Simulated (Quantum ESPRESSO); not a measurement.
**MgO: single point with vdW-DF3-opt1**

**Measured values to compare with.**

From “Electronic structure of alkaline earth and post-transition metal oxides”, 2009, arxiv:0908.1581, for a bulk crystal of MgO: band gap 7.83 eV.

The system is MgO.

```
Mg O
1.0
    -2.09700    0.00000    2.09700
     0.00000    2.09700    2.09700
    -2.09700    2.09700    0.00000
Mg O
1 1
Direct
  0.00000 0.00000 0.00000
  0.50000 0.50000 0.50000
```

The cell is a database's computed one.

* Program: Quantum ESPRESSO 7.5
* Task: single point
* Functional: vdW-DF3-opt1
* Potentials or basis: SG15 PBE 1.2
* Cutoff: 1197 eV
* Density cutoff: 4789 eV
* k mesh: 11 × 11 × 11
* Occupations: fixed
* Spin: no spin polarisation

```
Pressure               : 1.3 GPa
Band gap on the k mesh : 4.88 eV, direct
```

Levels at points of the mesh, in eV from the valence-band top:
```csv
k point,band 5,band 6,band 7,band 8,band 9,band 10,band 11,band 12
"(0.00, 0.00, 0.00)",-17.26,0.00,0.00,0.00,4.88,15.90,15.90,15.90
```

Run time: 82 s on 1 thread of Arm Neoverse V1, with other jobs on the host, peak memory 0.09 GiB.

Against the measured gap of MgO, 7.83 eV (quoted in “Electronic structure of alkaline earth and post-transition metal oxides”, 2009, arxiv:0908.1581), the calculated 4.88 eV is off by -2.95 eV. The value is that of vdW-DF3-opt1, without temperature or zero-point motion. The cell is a database's relaxed one, not the measured one, which moves gaps too.

Caveat: the potentials were made for another functional, which shifts forces and pressure.
